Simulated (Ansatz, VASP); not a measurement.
## Two plane-wave programs on Os

The input INCAR:

```
PREC = Accurate ; ENCUT = 520
EDIFF = 1E-7 ; ISMEAR = -1
SIGMA = 0.1 ; LREAL = F
LASPH = T ; NELM = 80
ALGO = Normal ; ISIF = 2
LWAVE = F ; LCHARG = F
GGA = PS ; NBANDS = 10
```

KPOINTS

```
Automatic mesh
0
Gamma
  15 15 15
```

Contents of POSCAR:

```
Os
1.0
    2.4439752485      0.0000000000      0.0000000000
    0.0000000000      2.4439752485      0.0000000000
    0.0000000000      0.0000000000      2.4439752485
Os
1
Direct
    0.0000000000      0.0000000000      0.0000000000
```

Input for Ansatz:

```yaml
crystal:
  lattice:
    - [2.4439752485, 0.0, 0.0]
    - [0.0, 2.4439752485, 0.0]
    - [0.0, 0.0, 2.4439752485]
  atoms:
    - { symbol: Os, position: [0.0, 0.0, 0.0] }
kpoints:
  mp_grid: { grid: [15, 15, 15] }
scf:
  occupations: { method: fermi_dirac, width: 0.1 }
hamiltonian:
  xc: pbesol
  pseudopotentials: { kind: paw }
output:
  forces: true
  stress: true
  eigenvalues: true
  populations: true
```

Change from the starting cell: volume scaled by 0.9, PAW files.

Alike in both runs: task single point; functional PBEsol; k mesh 15 × 15 × 15; occupations fermi-dirac, width 0.1 eV; no spin polarisation.

|  | VASP | Ansatz |
| --- | --- | --- |
| version | VASP 6.6.1 | Ansatz 0.2.0 |
| potentials or method | VASP PAW PBE potentials, release 64 (Os) | PAW with Ansatz's default frozen-core files, scalar-relativistic |
| plane-wave cutoff (eV) | 520 | 420 |
| valence electrons in the cell | 8 | 16 |

```tsv
	VASP	Ansatz	Ansatz less VASP
pressure (GPa)	40.9	39.8	-1.05
```

The two sets of potentials don't hold the same shells in valence.

Caveats: so large a pressure means that the cell lies far from this level's equilibrium, or that cutoff or potentials fall short (VASP); the potentials were made for another functional, which shifts forces and pressure (VASP). The runs have no spin-orbit coupling, so splittings on Os are missing.
